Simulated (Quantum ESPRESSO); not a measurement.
Crystal: HfB2.

```
CELL_PARAMETERS angstrom
3.14000 0.00000 0.00000
-1.57000 2.71932 0.00000
0.00000 0.00000 3.48000
ATOMIC_POSITIONS crystal
Hf 0.00000 0.00000 0.00000
B 0.66667 0.33333 0.50000
B 0.33333 0.66667 0.50000
```

```yaml
Program: Quantum ESPRESSO 7.5
Task: phonons
Functional: PBEsol
Potentials_or_basis: GBRV 1.5 PBEsol
Cutoff: 612 eV
Density_cutoff: 4898 eV
k_mesh: 10 × 10 × 8
Occupations: methfessel-paxton, width 0.2 eV
Spin: no spin polarisation
Mixing_beta: 0.5
Most_SCF_iterations: 120
SCF_threshold: 6e-10 Ry
```

The cell and the atoms were relaxed first, to 9.76 Å³/atom (a = 3.126 Å, b = 3.126 Å, c = 3.458 Å, α = 90.00°, β = 90.00°, γ = 120.00°), and the response was taken there.

```
CELL_PARAMETERS angstrom
3.12641 0.00000 0.00000
-1.56321 2.70755 0.00000
0.00000 0.00000 3.45827
ATOMIC_POSITIONS crystal
Hf 0.00000 0.00000 0.00000
B 0.66667 0.33333 0.50000
B 0.33333 0.66667 0.50000
```

Q: Which optical modes does the crystal have at the zone centre, and which show in infrared and Raman spectra?

A: The optical modes are E1u + A2u + B1g + E2g. Infrared active: E1u + A2u. Raman active: E2g.

Optical modes at Γ, degenerate ones joined:
```csv
cm⁻¹,components,symmetry,active in
449,2,E1u,IR
473,1,A2u,IR
550,1,B1g,silent
822,2,E2g,Raman
```

Caveat: the mesh is thin for the phonons of a metal.
